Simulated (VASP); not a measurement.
Runs of VASP 6.6.1 on AlN. Symmetry: Fm-3m, No. 225, cubic system. The conventional cell has a = 4.069 Å, b = 4.069 Å, c = 4.069 Å, α = 90.00°, β = 90.00°, γ = 90.00°. Al (site symmetry m-3m) is surrounded by 6 N at 2.03 Å. Around N (site symmetry m-3m) lie 6 Al at 2.03 Å. Measurements of this composition are mostly on another form, of space group No. 186.

```csv
task,level,potentials or basis,cell,k mesh,cutoff (eV),mesh quality,gap on the mesh (eV),pressure (GPa),relaxed volume (Å³/atom)
relaxation of cell and atoms,PBEsol,"VASP PAW PBE potentials, release 64 (Al, N)",relaxed,4 × 4 × 4,600,coarse,4.49,0.0,8.27
relaxation of cell and atoms,PBE+D3(BJ),"VASP PAW PBE potentials, release 64 (Al, N)",relaxed,10 × 10 × 10,600,not flagged,4.68,0.0,8.20
single point,PBEsol,"VASP PAW PBE potentials, release 64 (Al, N)",as given,10 × 10 × 10,520,not flagged,4.37,(b),-
relaxation of cell and atoms,PBEsol,"VASP PAW PBE potentials, release 64 (Al, N)",relaxed,10 × 10 × 10,600,not flagged,4.55,0.0,8.27
relaxation of cell and atoms,LDA,"VASP PAW LDA potentials, release 64 (Al, N)",relaxed,10 × 10 × 10,600,not flagged,(c),-0.1,(a)
relaxation of cell and atoms,PBEsol,"VASP PAW PBE potentials, release 64 (Al, N)",relaxed,10 × 10 × 10,580,not flagged,4.55,0.0,8.27
relaxation of cell and atoms,RPBE,"VASP PAW PBE potentials, release 64 (Al, N)",relaxed,10 × 10 × 10,600,not flagged,4.38,0.0,8.56
relaxation of cell and atoms,PBE,"VASP PAW PBE potentials, release 64 (Al, N)",relaxed,10 × 10 × 10,600,not flagged,4.43,0.0,8.42
```

Alike in all rows: no spin polarisation; smearing gaussian 0.02 eV.

Q: Estimate the missing entries.

A: (a) 8.08; (b) -4.6; (c) 4.67.

Caveats: some runs use coarse meshes; the PAW data sets were made with another functional, which shifts forces and pressure a little (some runs).

A k mesh can miss the band edges.
